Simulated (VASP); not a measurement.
Crystal: HfS2.

```
Hf S
1.0
     3.63966    0.00000    0.00000
    -1.81983    3.15204    0.00000
     0.00000    0.00000    6.05556
Hf S
1 2
Cartesian
  0.0000 0.0000 0.0000
  1.8198 1.0507 4.6262
  0.0000 2.1014 1.4294
```

The cell is a database's computed one.

```yaml
Program: VASP 6.6.1
Task: relaxation of cell and atoms
Functional: PBE
Potentials_or_basis: VASP PAW PBE potentials, release 64 (Hf_pv, S)
Cutoff: 600 eV
k_mesh: 9 × 9 × 5
Occupations: gaussian, width 0.03 eV
Spin: no spin polarisation
```

At the start: pressure 1.3 GPa; volume 23.16 Å³/atom.

Q: Where does the relaxation end?

A: Over 19 steps the energy falls by 6.6 meV/atom and the volume is 25.61 Å³/atom (+10.6 %); space group P-3m1 (No. 164, to 0.05 Å).

Step by step:
```csv
step,energy change (eV),largest force (eV/Å),pressure (GPa),volume (Å³)
1,0.0000,0.1498,1.32,69.47
2,0.0011,0.2898,-1.53,71.40
3,-0.0046,0.0618,-0.08,70.38
4,-0.0061,0.0777,0.00,70.45
5,-0.0074,0.1254,0.23,70.66
6,-0.0075,0.1131,0.17,70.62
7,-0.0089,0.1019,0.17,70.90
8,-0.0125,0.0640,0.19,71.76
9,-0.0168,0.0156,0.27,73.50
10,-0.0159,0.2004,0.63,76.99
11,-0.0176,0.1272,0.51,75.43
12,-0.0185,0.0775,0.19,75.98
13,-0.0189,0.0215,-0.17,76.63
14,-0.0192,0.0148,-0.15,76.67
15,-0.0197,0.0076,-0.06,76.81
16,-0.0198,0.0146,-0.04,76.85
17,-0.0198,0.0157,-0.03,76.85
18,-0.0198,0.0174,-0.02,76.86
19,-0.0198,0.0073,0.01,76.84
```

Final structure:
```
Hf S
1.0
     3.64286    0.00000    0.00000
    -1.82143    3.15481    0.00000
     0.00000    0.00000    6.68646
Hf S
1 2
Direct
  0.00000 0.00000 0.00000
  0.66667 0.33333 0.78386
  0.33333 0.66667 0.21614
```

Caveat: this functional lacks dispersion, which binds the layers, so the pressure and a relaxed spacing across them are unreliable.
